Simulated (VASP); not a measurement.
A run of VASP 6.6.1:

File INCAR:

```
PREC = Accurate ; ENCUT = 520
EDIFF = 1E-7 ; ISMEAR = -1
SIGMA = 0.02 ; LREAL = Auto
LASPH = True ; NELM = 100
ALGO = Normal ; ISIF = 2
LWAVE = False ; LCHARG = False
GGA = PE ; IVDW = 12
NBANDS = 64
```

File KPOINTS:

```
regular mesh
0
Gamma
  1 1 1
```

File POSCAR:

```
H4C2O3
1.0
    7.5995610000      0.0000000000      0.0000000000
    0.0000000000      7.5995610000      0.0000000000
    0.0000000000      0.0000000000      7.5995610000
C O H
6 9 12
Direct
    0.7669785136      0.8110600073     -0.0889919826
    0.0987162285      0.6244439646      0.5712303645
    0.3798114128      0.1435346068      0.2752659002
    0.1566143097      1.0361782740      0.8698660357
    0.6872239067      0.5672696094      0.5101610475
    0.8951043356      0.1225860283      0.3589681036
    0.7518065846      0.9431465844     -0.1644568680
    0.7656100135      0.6696439439     -0.0315939302
    0.0778729192      0.5023316478      0.6682359678
    0.1464558282      0.7170808945      0.4540657020
    0.3773112684      0.2149071506      0.4162872040
    0.4003257557      0.0897683432      0.1315602309
    0.1218359850      0.8536677316      0.9156318372
    0.8155339499      0.6871186375      0.5794676824
    0.8591154147     -0.0566874850      0.3165182831
    0.1164146192      1.0659431512      0.7416875791
    0.2163809199      0.8136917382      0.9747141973
    0.0510687394      1.1000240672      0.9412517381
    0.2806872660      1.0771806424      0.8972097204
    0.6425765909      0.4913704884      0.6210753490
    0.8006778286      0.7937826935      0.5033317056
    0.5744147590      0.6496691059      0.4596844476
    0.7457009688      0.4859491226      0.3980624670
    0.7764001105      0.1924979614      0.3393485492
    0.9568710614     -0.1446136165      0.3272689041
    0.9496469599      0.1426924529      0.4963576186
    1.0149138878      0.1768786381      0.2725289000
```

Potentials or basis: VASP PAW PBE potentials, release 64 (C, O, H).

The run is started by

```sh
$ cat potpaw_PBE.64/C/POTCAR potpaw_PBE.64/O/POTCAR potpaw_PBE.64/H/POTCAR > POTCAR
$ mpirun -np 1 vasp_gam > vasp.out
```

Hardware: 1 thread of AMD EPYC 7R43 64-Core Processor (Zen 3) (shared host).

Estimate the wall time of this run.

Wall time 60 s on 1 thread of AMD EPYC 7R43 64-Core Processor (Zen 3) (shared host), peak memory 0.42 GiB. Counts: scf iterations 20, k points 1.
